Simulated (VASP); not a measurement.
Here is a VASP 6.6.1 calculation.

INCAR

```
PREC     = Accurate       # precision mode
ENCUT    = 520            # plane-wave cutoff, eV
EDIFF    = 1E-6           # SCF threshold, eV
ISMEAR   = -5             # smearing method
SIGMA    = 0.05           # smearing width, eV
LREAL    = False          # projectors in reciprocal space
LASPH    = True           # aspherical terms in the spheres
NELM     = 150            # most SCF steps
ALGO     = Fast           # electronic algorithm
ISIF     = 2              # what is computed and relaxed
LWAVE    = False          # write WAVECAR
LCHARG   = True           # write CHGCAR
ISPIN    = 2              # spin polarisation
MAGMOM   = 0.5 0          # initial moments
LORBIT   = 11             # projections on sites
LMAXMIX  = 4              # l up to which the mixer works
GGA      = CA             # functional
LELF     = True           # ELF
LVHAR    = True         
NBANDS   = 20             # bands
```

Contents of KPOINTS:

```
regular mesh
0
Gamma
  10 10 9
```

Contents of POSCAR:

```
WC
1.0
    2.8672181576      0.0000000000      0.0000000000
   -1.4336090788      2.4830837627      0.0000000000
    0.0000000000      0.0000000000      2.7982628680
W C
1 1
Direct
    0.0000000000      0.0000000000      0.0000000000
    0.6666666667      0.3333333333      0.5000000000
```

Potentials or basis: VASP PAW LDA potentials, release 64 (W_sv, C).

Launch:

```console
$ cat potpaw_LDA.64/W_sv/POTCAR potpaw_LDA.64/C/POTCAR > POTCAR
$ mpirun -np 1 vasp_std > vasp.out
```

**Question.** Estimate the pressure.

**Answer.** 10.3 GPa.

**Question.** Predict the band gap on the k mesh.

**Answer.** None (metal or under the smearing width).

**Question.** Estimate the net moment.

**Answer.** 0.00 μB per cell.

Stress tensor (GPa, compression positive):
```
 9.94  0.00  0.00
 0.00  9.94  0.00
 0.00  0.00 11.15
```

Caveat: tetrahedron occupations give inexact forces and stress in metals. The run has no spin-orbit coupling, so splittings on W are missing.
